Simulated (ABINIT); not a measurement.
BN:

```xyz
4
Lattice="2.4982 0.0000 0.0000 -1.2491 2.1635 0.0000 0.0000 0.0000 6.6357" Properties=species:S:1:pos:R:3 pbc="T T T"
N     1.2491    0.7212    1.6589
N     0.0000    1.4424    4.9768
B     1.2491    0.7212    4.9768
B     0.0000    1.4424    1.6589
```

Base run:

| Item | Value |
| --- | --- |
| Program | ABINIT 10.8.3 (patched build) |
| Functional | PBE |
| Potentials or basis | PseudoDojo NC SR PBE v0.4.1 standard |
| Cutoff | 1143 eV |
| k mesh | 9 × 9 × 3 |
| Occupations | fermi-dirac, width 0.05 eV |
| Spin | no spin polarisation |

Its results: band gap on the k mesh 4.46 eV, indirect (least direct gap 4.74 eV); pressure 4.8 GPa.

Problem. The run is repeated on the same cell with these changes: functional from PBE to PBEsol; potentials or basis from PseudoDojo NC SR PBE v0.4.1 standard to PseudoDojo NC SR PBEsol v0.4.1 standard; cutoff from 1143 eV to 980 eV. What comes out?

Solution. Band gap on the k mesh 4.36 eV, indirect (least direct gap 4.64 eV); pressure 2.0 GPa.

Caveats: an odd mesh through Γ misses points on the zone boundary, where band edges often lie; this functional lacks dispersion, which binds the layers, so the pressure and a relaxed spacing across them are unreliable; the cutoff is short for stress, so the pressure is rough (some runs).
